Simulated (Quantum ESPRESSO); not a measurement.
**MnO: equation of state with PBEsol**

Crystal: MnO.

```
CELL_PARAMETERS angstrom
0.00000 2.22391 2.22391
2.22391 0.00000 2.22391
2.22391 2.22391 0.00000
ATOMIC_POSITIONS crystal
Mn 0.00000 0.00000 0.00000
O 0.50000 0.50000 0.50000
```

The cell is a database's computed one.

```
Program             : Quantum ESPRESSO 7.5
Task                : equation of state
Functional          : PBEsol
Potentials or basis : GBRV 1.5 PBEsol
Cutoff              : 612 eV
Density cutoff      : 4898 eV
k mesh              : 10 × 10 × 10
Occupations         : fermi-dirac, width 0.05 eV
Spin                : collinear spin, ferromagnetic start
Starting moments    : [4.0, 0.0] μB
Mixing beta         : 0.3
Most SCF iterations : 120
SCF threshold       : 4e-10 Ry
```

* Equilibrium volume: 10.10 Å³/atom (rough: see the caveat)
* Bulk modulus: 58 GPa (rough)

Energy against volume, from the lowest point:
```
volume (Å³/atom)  energy (meV/atom)
          10.339               0.00
          10.559               3.05
          10.779               8.74
          10.999              16.39
          11.219              26.99
          11.439              40.56
          11.659              56.36
```

All runs of the series together: 73 s on 2 threads of Intel(R) Xeon(R) Platinum 8488C (Sapphire Rapids), on a shared host.

Caveat: the fit is doubtful: noisy points or a state that changes with volume; the minimum lies outside the volumes run.
